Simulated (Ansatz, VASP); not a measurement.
**CdS (Greenockite): VASP beside Ansatz**

```
Cd S
1.0
     3.38268    0.00000    0.00000
    -1.69134    2.92949    0.00000
     0.00000    0.00000    6.95083
Cd S
2 2
Direct
  0.33333 0.66667 0.02798
  0.66667 0.33333 0.52798
  0.33333 0.66667 0.34702
  0.66667 0.33333 0.84702
```

Alike in both runs: functional PBEsol; k mesh 6 × 6 × 4; no spin polarisation.

Ansatz relaxed the structure, and its values are those at the end. VASP's run is a single point on that final structure, the one shown.

```csv
,VASP,Ansatz
version,VASP 6.6.1,Ansatz 0.2.0
potentials or method,"VASP PAW PBE potentials, release 64 (Cd, S)","plane waves, PAW"
plane-wave cutoff (eV),520,558
occupations,"gaussian, width 0.01 eV",fixed
valence electrons in the cell,36,52
```

Ansatz gave:

* rms of the force components (eV/Å): 0.000

Estimate VASP's values.

rms of the force components (eV/Å): 0.006.

The two sets of potentials don't hold the same shells in valence. Ansatz warned: «structure_snapped_to_symmetry».

Caveats: the PAW data sets were made with another functional, which shifts forces and pressure a little (VASP).
